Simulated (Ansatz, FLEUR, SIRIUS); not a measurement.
W: 3 runs at one level of theory

```
W
1.0
    -1.58234    1.58234    1.58234
     1.58234   -1.58234    1.58234
     1.58234    1.58234   -1.58234
W
1
Direct
  0.00000 0.00000 0.00000
```

Alike in all runs: task equation of state; functional RPBE; k mesh 12 × 12 × 12; occupations fermi-dirac, width 0.05 eV; no spin polarisation; no spin-orbit coupling.

| program and potentials | plane-wave cutoff (eV) | notes | equilibrium volume (Å³/atom) | bulk modulus (GPa) |
| --- | --- | --- | --- | --- |
| Ansatz, Ansatz PAW | 420 | potentials made for PBE, which Ansatz adapts in part | 16.35 | 292.8 |
| FLEUR, all-electron, FLAPW | - | - | 16.36 | 291.1 |
| SIRIUS, all-electron FP-LAPW, apw+lo standard | - | - | ? | ? |

Question: Estimate from the other rows what the run with SIRIUS, all-electron FP-LAPW, apw+lo standard gave.

Answer: Equilibrium volume 16.35 Å³/atom; bulk modulus 290.9 GPa. The other rows, which needn't bracket it: equilibrium volume 16.35 to 16.36; bulk modulus 291.1 to 292.8.
